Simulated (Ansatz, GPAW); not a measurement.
# Geometry or basis: what sets the conductance of naphthalene-1,5-dithiol between two Al chains, part 2 of 3

Aim: the conductance of naphthalene-1,5-dithiol between two Al chains after relaxation, and whether geometry, basis or functional moves it most.

GPAW 26.7.0 and Ansatz 0.2.0; Ansatz plane waves; relaxation of the junction with the lead ends held; PAW set soft_1 (the session's first sound run).

So far, transmission at the Fermi level (one spin): step 3 (plane waves, PBE) 0.0221. Also open channels of the lead at the Fermi level (one spin): step 3 2.

### 4. GPAW, dzp

Localised orbitals split the wire into layers that couple to their neighbours alone, which is what the Green's function method needs; double zeta with polarisation is the usual level for numbers.

This step: GPAW LCAO, PAW setups; Landauer transmission from Green's functions with principal layers (ASE), zero bias (GPAW 26.7.0).

File run.py:

```python
import json
import numpy as np
from ase import Atoms
from ase.transport.calculators import TransportCalculator
from gpaw import GPAW, FermiDirac
from gpaw.lcao.tools import get_lcao_hamiltonian
from scipy.linalg import eigh

# The junction with lead layers at both ends, along the third cell vector
device = Atoms(
    ['Al', 'Al', 'Al', 'Al', 'Al', 'Al', 'Al', 'S', 'H', 'H', 'C', 'C', 'C', 'H', 'C', 'C', 'C', 'C', 'H', 'C', 'C', 'C', 'H', 'H', 'S', 'Al', 'Al', 'Al', 'Al', 'Al', 'Al', 'Al'],
    positions=[
        [6.79238, 5.22375, 1.20000],
        [6.79238, 5.22375, 3.60000],
        [6.79238, 5.22375, 6.00000],
        [6.79238, 5.22375, 8.40000],
        [6.79238, 5.22375, 10.80000],
        [5.79304, 3.87072, 12.72602],
        [6.08975, 4.28032, 15.32036],
        [5.27499, 2.53738, 16.46810],
        [7.93790, 2.71017, 17.05690],
        [3.35562, 2.76180, 18.49050],
        [5.48114, 2.74371, 18.23387],
        [7.98011, 2.75287, 18.14469],
        [4.32201, 2.77031, 18.99368],
        [10.12297, 2.78018, 18.21775],
        [6.76572, 2.75516, 18.87333],
        [9.19661, 2.77574, 18.79275],
        [4.38355, 2.77621, 20.39969],
        [6.81439, 2.75385, 20.31915],
        [3.45736, 2.78054, 20.97500],
        [9.25806, 2.76702, 20.19886],
        [5.60000, 2.75107, 21.04780],
        [8.09895, 2.74044, 20.95864],
        [10.22459, 2.75668, 20.70176],
        [5.64221, 2.70650, 22.13548],
        [8.30447, 2.52940, 22.72399],
        [7.49515, 4.27402, 23.87291],
        [7.78879, 3.86456, 26.46788],
        [6.79238, 5.22375, 28.39073],
        [6.79238, 5.22375, 30.79073],
        [6.79238, 5.22375, 33.19073],
        [6.79238, 5.22375, 35.59073],
        [6.79238, 5.22375, 37.99073]],
    cell=[[13.58477, 0.0, 0.0], [0.0, 10.44751, 0.0], [0.0, 0.0, 39.19073]],
    pbc=True)

# One principal layer of the lead: the first 4 atoms of the device
lead = Atoms(
    ['Al', 'Al', 'Al', 'Al'],
    positions=[
        [6.79238, 5.22375, 1.20000],
        [6.79238, 5.22375, 3.60000],
        [6.79238, 5.22375, 6.00000],
        [6.79238, 5.22375, 8.40000]],
    cell=[[13.58477, 0.0, 0.0], [0.0, 10.44751, 0.0], [0.0, 0.0, 9.6]],
    pbc=True)

settings = dict(mode='lcao', basis='dzp', xc='PBE', h=0.2,
                occupations=FermiDirac(0.1), maxiter=250,
                mixer=dict(beta=0.1, nmaxold=8, weight=100.0),
                convergence=dict(density=0.0001))
energies = np.arange(-2, 2 + 1e-9, 0.025)
eta = 0.0001
n1, n2 = 1, 1
# k and -k transmit alike, so half of the mesh across the current serves
mesh = [(i, j) for i in range(n1) for j in range(n2) if (i, j) <= (-i % n1, -j % n2)]
weights = np.array([1 if (i, j) == (-i % n1, -j % n2) else 2 for i, j in mesh]) / (n1 * n2)

# [... helper functions left out ...]
fermi_lead = ground_state(lead, (1, 1, 12), 'lead.txt')
fermi_device = ground_state(device, (1, 1, 2), 'device.txt')
# [... loop over the mesh left out, but for ...]
        # Shift the lead onto the potential of the device's first layer
        shift = ((H[:, 0, 0] - H0[:, 0, 0]) / S0[0, 0]).real.mean()
# [...]
kT = 8.617333e-5 * 300
bias = [0.1, 0.2, 0.5, 1.0, 1.5, 2.0]
# [... integrals and printing left out ...]
```

Run with:

```bash
OMP_NUM_THREADS=1 OPENBLAS_NUM_THREADS=1 python run.py
```

Run time: 4.8 min. Hardware: 1 thread of Arm Neoverse N1, shared host; peak memory 2 GiB.

This step gave:

```yaml
conductance: 0.02690 G₀
thermopower: -15.87 μV/K
largest_coupling_past_the_next_principal_layer: 1.29e-15 eV
largest_misfit_of_the_first_principal_layer: 0.09035 eV
shift_that_aligns_the_lead: 0.02328 eV
basis_functions_of_the_junction: 368
basis_functions_of_a_principal_layer: 52
transmission_at_the_fermi_level_one_spin: 0.02768
```

One spin. The transmission, zone mean by energy, zero at the Fermi level:

```
energy (eV)  transmission, zone mean
     -2.000                    0.215
     -1.900                    0.411
     -1.800                    0.848
     -1.700                    0.988
     -1.600                    0.986
     -1.500                    0.825
     -1.400                    0.356
     -1.300                   0.0596
     -1.200                   4.5e-8
     -1.100                   5.8e-9
     -1.000                  2.5e-10
     -0.900                  7.5e-11
     -0.800                  7.8e-11
     -0.700                  7.3e-10
     -0.600                   1.2e-7
     -0.500                  2.4e-11
     -0.400                  2.5e-10
     -0.300                  0.00523
     -0.200                   0.0103
     -0.100                   0.0187
      0.000                   0.0277
      0.100                   0.0301
      0.200                   0.0259
      0.300                   0.0202
      0.400                   0.0154
      0.500                   0.0118
      0.600                  0.00919
      0.700                  0.00730
      0.800                  0.00601
      0.900                  0.00517
      1.000                  0.00580
      1.100                  0.00812
      1.200                   0.0125
      1.300                   0.0204
      1.400                   0.0328
      1.500                   0.0507
      1.600                   0.0811
      1.700                    0.182
      1.800                    0.969
      1.900                    0.116
      2.000                   0.0269
```

Crossings of the lead's bands, unfolded to its shortest repeat. Open channels, zone mean against energy, zero at the Fermi level:

```csv
energy (eV),"open channels, zone mean"
-2.000,1
-1.900,1
-1.800,1
-1.700,1
-1.600,1
-1.500,1
-1.400,1
-1.300,1
-1.200,0
-1.100,0
-1.000,0
-0.900,0
-0.800,0
-0.700,0
-0.600,0
-0.500,0
-0.400,0
-0.300,2
-0.200,2
-0.100,2
0.000,2
0.100,2
0.200,2
0.300,2
0.400,2
0.500,2
0.600,2
0.700,2
0.800,2
0.900,2
1.000,3
1.100,3
1.200,3
1.300,3
1.400,3
1.500,3
1.600,3
1.700,3
1.800,3
1.900,3
2.000,3
```

Not self-consistent under bias; the bias window is split evenly. The current through one cell, from the zero-bias transmission by bias:

```csv
bias (V),"current through one cell, from the zero-bias transmission (μA)"
0.100,0.206
0.200,0.402
0.500,0.860
1.000,1.23
1.500,1.40
2.000,1.51
```

The transmission of the three most open eigenchannels by energy, zero at the Fermi level:

```csv
energy (eV),channel 1,channel 2,channel 3
-2.000,0.215,0,0
-1.800,0.848,0,0
-1.600,0.986,0,0
-1.400,0.356,0,0
-1.200,4.5e-8,0,0
-1.000,2.5e-10,0,0
-0.800,7.8e-11,0,0
-0.600,1.2e-7,0,0
-0.400,2.5e-10,0,0
-0.200,0.0103,1.6e-7,0
0.000,0.0277,5.3e-7,0
0.200,0.0259,6.6e-6,0
0.400,0.0153,2.7e-5,0
0.600,0.00911,7.8e-5,0
0.800,0.00584,1.6e-4,0
1.000,0.00551,2.8e-4,7.4e-6
1.200,0.0120,4.5e-4,2.9e-5
1.400,0.0321,7.0e-4,3.7e-5
1.600,0.0800,0.00111,3.2e-5
1.800,0.968,0.00165,2.5e-5
2.000,0.0254,0.00149,2.1e-5
```

At the Fermi level T is 0.0277 against 0.0221 in plane waves. Couplings past the next layer reach 1.3e-15 eV, small enough to drop; the matrix elements of the cell's first layer differ from the bulk lead's by up to 0.090 eV. That layer keeps its own values in the calculation, and only beyond it is the lead taken as perfect. The Fermi levels of lead and junction count from different zeros of potential, one for each periodic cell; with both set to zero, the small remaining shift is what aligns them. By hand: G = 0.02690 × 77.48 μS = 2.08 μS, a resistance of 480 kΩ; at 0.1 V a linear junction would pass 0.208 μA, and the integral over the bias window gives 0.206 μA. Mott's formula, S = -(π²/3)(k_B²T/e) d ln T/dE, has the prefactor 7.33 μV/K·eV at 300 K; T = 0.02581 at -0.025 eV and 0.02908 at 0.025 eV give a slope of 2.39 per eV and S = -17.5 μV/K, beside -15.9 μV/K from the thermal integral, which interpolates the same grid.

### 5. Single-zeta polarised basis

One radial function a shell plus polarisation makes the matrices smaller; the question is what that costs.

Changes to run.py since step 4:

```diff
@@ -58,3 +58,3 @@
 
-settings = dict(mode='lcao', basis='dzp', xc='PBE', h=0.2,
+settings = dict(mode='lcao', basis='szp(dzp)', xc='PBE', h=0.2,
                 occupations=FermiDirac(0.1), maxiter=250,
```

Wall time 3.5 min (1 thread); peak memory 1.9 GiB.

This step gave:

- conductance: 0.03677 G₀
- thermopower: -25.20 μV/K
- largest coupling past the next principal layer: 1.60e-15 eV
- largest misfit of the first principal layer: 0.1015 eV
- shift that aligns the lead: 0.03045 eV
- basis functions of the junction: 258
- basis functions of a principal layer: 36
- transmission at the Fermi level (one spin): 0.03776

One spin. Transmission, zone mean against energy, zero at the Fermi level:

```
energy (eV)  transmission, zone mean
     -2.000                    0.807
     -1.950                    0.989
     -1.900                    0.885
     -1.800                    0.784
     -1.700                    0.877
     -1.600                    0.971
     -1.575                    0.977
     -1.500                    0.931
     -1.400                    0.219
     -1.300                   3.2e-9
     -1.200                  1.4e-10
     -1.100                  2.9e-11
     -1.000                  1.4e-11
     -0.900                  1.5e-11
     -0.800                  4.9e-11
     -0.700                   1.7e-8
     -0.600                  3.4e-10
     -0.500                  4.8e-12
     -0.400                  1.1e-11
     -0.300                  0.00483
     -0.200                  0.00976
     -0.100                   0.0214
      0.000                   0.0378
      0.100                   0.0460
      0.200                   0.0444
      0.300                   0.0403
      0.400                   0.0372
      0.500                   0.0355
      0.600                   0.0352
      0.700                   0.0373
      0.800                   0.0463
      0.900                    0.111
      1.000                    0.495
      1.050                    0.973
      1.100                    0.700
      1.200                    0.206
      1.300                    0.102
      1.400                   0.0644
      1.500                   0.0426
      1.600                   0.0302
      1.700                   0.0451
      1.775                    0.951
      1.800                    0.380
      1.900                   0.0497
      2.000                   0.0438
```

The conductance, 0.0368 G₀, lies 37 % above that of the dzp run.

### 6. Minimal basis

The minimal basis is the cheapest rung: no second zeta and no polarisation.

Changes to run.py since step 5:

```diff
@@ -58,3 +58,3 @@
 
-settings = dict(mode='lcao', basis='szp(dzp)', xc='PBE', h=0.2,
+settings = dict(mode='lcao', basis='sz(dzp)', xc='PBE', h=0.2,
                 occupations=FermiDirac(0.1), maxiter=250,
```

Run time: 2.5 min. Hardware: 1 thread; peak memory 1.8 GiB.

Numbers from this step:

```yaml
conductance: 0.05169 G₀
thermopower: -28.32 μV/K
largest_coupling_past_the_next_principal_layer: 7.29e-16 eV
largest_misfit_of_the_first_principal_layer: 0.1174 eV
shift_that_aligns_the_lead: 0.03985 eV
basis_functions_of_the_junction: 110
basis_functions_of_a_principal_layer: 16
transmission_at_the_fermi_level_one_spin: 0.05266
```

The conductance, 0.0517 G₀, lies 92 % above that of the dzp run.

### 7. RPBE in the dzp basis: xc = "RPBE"

Back in the dzp basis, the functional changes from PBE to RPBE, to set the spread between functionals beside that between bases.

Changes to run.py since step 6:

```diff
@@ -58,3 +58,3 @@
 
-settings = dict(mode='lcao', basis='sz(dzp)', xc='PBE', h=0.2,
+settings = dict(mode='lcao', basis='dzp', xc='RPBE', h=0.2,
                 occupations=FermiDirac(0.1), maxiter=250,
```

Elapsed: 4.9 min, on 1 thread; peak memory 2 GiB.

Numbers from this step:

| Property | Result |
| --- | --- |
| conductance | 0.02557 G₀ |
| thermopower | -15.79 μV/K |
| largest coupling past the next principal layer | 1.62e-15 eV |
| largest misfit of the first principal layer | 0.08913 eV |
| shift that aligns the lead | 0.02159 eV |
| basis functions of the junction | 368 |
| basis functions of a principal layer | 52 |
| transmission at the Fermi level (one spin) | 0.02628 |

The conductance, 0.0256 G₀, lies 5.0 % below that of the dzp run.

### 8. The structure as built: geometry = "as built"

The dzp basis with PBE on the structure as first built shows what the relaxation was worth.

Changes to run.py since step 7:

```diff
@@ -17,24 +17,24 @@
         [6.79238, 5.22375, 10.80000],
-        [5.79304, 3.87072, 12.72602],
-        [6.08975, 4.28032, 15.32036],
-        [5.27499, 2.53738, 16.46810],
-        [7.93790, 2.71017, 17.05690],
-        [3.35562, 2.76180, 18.49050],
-        [5.48114, 2.74371, 18.23387],
-        [7.98011, 2.75287, 18.14469],
-        [4.32201, 2.77031, 18.99368],
-        [10.12297, 2.78018, 18.21775],
-        [6.76572, 2.75516, 18.87333],
-        [9.19661, 2.77574, 18.79275],
-        [4.38355, 2.77621, 20.39969],
-        [6.81439, 2.75385, 20.31915],
-        [3.45736, 2.78054, 20.97500],
-        [9.25806, 2.76702, 20.19886],
-        [5.60000, 2.75107, 21.04780],
-        [8.09895, 2.74044, 20.95864],
-        [10.22459, 2.75668, 20.70176],
-        [5.64221, 2.70650, 22.13548],
-        [8.30447, 2.52940, 22.72399],
-        [7.49515, 4.27402, 23.87291],
-        [7.78879, 3.86456, 26.46788],
+        [6.79238, 5.22375, 13.20000],
+        [6.79238, 5.22375, 15.60000],
+        [5.88705, 3.32112, 16.23275],
+        [8.43886, 3.25002, 17.34625],
+        [3.60063, 3.27358, 17.88290],
+        [5.76370, 3.28655, 18.02575],
+        [8.22957, 3.26851, 18.41384],
+        [4.46377, 3.27571, 18.54515],
+        [10.33474, 3.25020, 18.87234],
+        [6.89596, 3.28032, 18.89082],
+        [9.32503, 3.26456, 19.27467],
+        [4.25971, 3.26455, 19.91606],
+        [6.68879, 3.28032, 20.29991],
+        [3.25000, 3.25019, 20.31839],
+        [9.12097, 3.27570, 20.64558],
+        [5.35518, 3.26850, 20.77689],
+        [7.82104, 3.28654, 21.16498],
+        [9.98412, 3.27357, 21.30783],
+        [5.14589, 3.25000, 21.84448],
+        [7.69770, 3.32112, 22.95798],
+        [6.79238, 5.22375, 23.59073],
+        [6.79238, 5.22375, 25.99073],
         [6.79238, 5.22375, 28.39073],
@@ -58,3 +58,3 @@
 
-settings = dict(mode='lcao', basis='dzp', xc='RPBE', h=0.2,
+settings = dict(mode='lcao', basis='dzp', xc='PBE', h=0.2,
                 occupations=FermiDirac(0.1), maxiter=250,
```

Elapsed: 5.4 min, on 1 thread; peak memory 2 GiB.

Numbers from this step:

```yaml
conductance: 0.1942 G₀
thermopower: 51.21 μV/K
largest_coupling_past_the_next_principal_layer: 1.29e-15 eV
largest_misfit_of_the_first_principal_layer: 0.03098 eV
shift_that_aligns_the_lead: 0.007164 eV
transmission_at_the_fermi_level_one_spin: 0.1864
```

The conductance, 0.194 G₀, lies a factor of 7.2 above that of the dzp run.

### 9. Cost and result by level

Times are wall times on the hardware named with each run. Results by setting:

```
no.       run  conductance (G₀)     time  memory (GiB)
  1    pw PBE           0.02163    8.3 h           6.6
  2       dzp           0.02690  4.8 min           2.0
  3       szp           0.03677  3.5 min           1.9
  4        sz           0.05169  2.5 min           1.8
  5  dzp RPBE           0.02557  4.9 min           2.0
  6   asbuilt            0.1942  5.4 min           2.0
```

### 10. Comparison

The curves are compared point by point over the common energies.

This step: comparison of transmission and cost over codes, levels and geometry; PAW set soft_1 (GPAW 26.7.0).

Ladder, by row:

```
    step    code  T at the Fermi level (sum over the listed spins)  conductance (G0)  r.m.s. T(E) from the first  wall time (s)  peak memory (GiB)  threads
  pw-pbe  Ansatz                                           0.02213           0.02164                           0          29944              6.621        4
     dzp    GPAW                                           0.02768            0.0269                      0.1352          286.3               1.97        1
     szp    GPAW                                           0.03776           0.03677                      0.2277          212.4               1.94        1
      sz    GPAW                                           0.05266           0.05169                      0.3121          148.1               1.79        1
dzp-RPBE    GPAW                                           0.02628           0.02557                      0.1442          296.3               1.97        1
 asbuilt    GPAW                                            0.1864            0.1942                      0.2826          322.6               1.97        1
```

Transmission, zone mean, sum over the listed spins against energy, zero at the Fermi level:

```
energy (eV)   pw-pbe      dzp      szp       sz  dzp-RPBE  asbuilt
     -2.000    0.238    0.215    0.807    0.735     0.225    0.647
     -1.950    0.323    0.266    0.989    0.619     0.261    0.411
     -1.800    0.899    0.848    0.784    0.881     0.814    0.196
     -1.750    0.987    0.963    0.816    0.979     0.945    0.167
     -1.700    1.000    0.988    0.877    0.322     0.983    0.145
     -1.600    1.000    0.986    0.971   2.0e-8     0.982    0.113
     -1.400    0.438    0.356    0.219  2.9e-11     0.339   0.0627
     -1.200        0   4.5e-8  1.4e-10  2.9e-12    2.9e-8   1.0e-8
     -1.000        0  2.5e-10  1.4e-11  2.1e-12   2.3e-10  3.8e-11
     -0.800        0  7.8e-11  4.9e-11  2.7e-11   6.1e-11  2.0e-12
     -0.600        0   1.2e-7  3.4e-10  7.6e-11    3.2e-8  7.4e-13
     -0.400        0  2.5e-10  1.1e-11  5.8e-10   2.7e-10  8.5e-10
     -0.200  0.00933   0.0103  0.00976   0.0137   0.00999    0.250
      0.000   0.0221   0.0277   0.0378   0.0527    0.0263    0.186
      0.200   0.0207   0.0259   0.0444   0.0703    0.0247   0.0405
      0.400   0.0116   0.0154   0.0372   0.0677    0.0146   0.0159
      0.600  0.00612  0.00919   0.0352   0.0765   0.00868   0.0104
      0.800  0.00358  0.00601   0.0463    0.148   0.00571  0.00961
      1.000  0.00362  0.00580    0.495    0.993   0.00464   0.0112
      1.050  0.00433  0.00678    0.973    0.691   0.00554   0.0122
      1.200  0.00879   0.0125    0.206    0.144    0.0106   0.0176
      1.400   0.0268   0.0328   0.0644   0.0511    0.0275   0.0394
      1.600    0.114   0.0811   0.0302   0.0304    0.0623    0.216
      1.700    0.952    0.182   0.0451    0.469     0.119    0.955
      1.800   0.0671    0.969    0.380   0.0514     0.560    0.289
      2.000   0.0124   0.0269   0.0438   0.0207    0.0334   0.0383
```

(Continued in part 3 of 3.)

[Logs are printed without paths, hosts, clocks, repeated set-up lines and the standing remarks that a program may print on its own settings, such as how far it seeks lower states.]

[Hosts, paths, dates, database ids (printed as entryN), source tags and the programs' standing remarks are cut or masked in the printed files.]
